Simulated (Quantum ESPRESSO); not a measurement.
Ti3Al under changes of volume

One of the cells (17.120 Å³/atom); the others are scaled copies at fixed shape and fractional positions:

```
CELL_PARAMETERS angstrom
2.92754 0.00000 0.00000
-1.46377 2.53533 0.00000
0.00000 0.00000 9.22636
ATOMIC_POSITIONS crystal
Ti 0.33333 0.66667 0.24941
Ti 0.33333 0.66667 0.75059
Ti 0.66667 0.33333 0.00000
Al 0.66667 0.33333 0.50000
```

The cell comes from a database or a generator and needn't be the stable form of this composition.

```yaml
Program: Quantum ESPRESSO 7.5
Functional: LDA
Potentials_or_basis: GBRV 1.5 LDA
Cutoff: 612 eV
Density_cutoff: 4898 eV
k_mesh: 10 × 10 × 3
Occupations: fermi-dirac, width 0.05 eV
Spin: no spin polarisation
```

```csv
volume (Å³/atom),energy over the lowest point (meV/atom),pressure (GPa),largest force (eV/Å)
16.093,0.00,-0.3,0.099
16.435,3.26,-2.8,0.111
16.778,11.59,-5.0,0.123
17.120,24.50,-7.0,0.135
17.463,41.55,-8.9,0.147
17.805,62.36,-10.5,0.158
18.147,?,?,?
```

Task: What does the run at 18.147 Å³/atom give?

Result: Energy over the lowest point 86.52 meV/atom; pressure -12.0 GPa; largest force 0.169 eV/Å.

Worked out: A Birch-Murnaghan fit of order 3 (a polynomial in V^(-2/3)) to the other rows has its minimum at 16.06 Å³/atom, just outside them, with B0 = V·E''(V) = 124 GPa and B' = 3.6 at fixed shape and positions, which overstates the stiffness. It gives 86.55 meV/atom at 18.147 Å³/atom, against the run's 86.52, and -dE/dV = -12.1 GPa, against -12.0.

Energies are extrapolated to zero smearing.
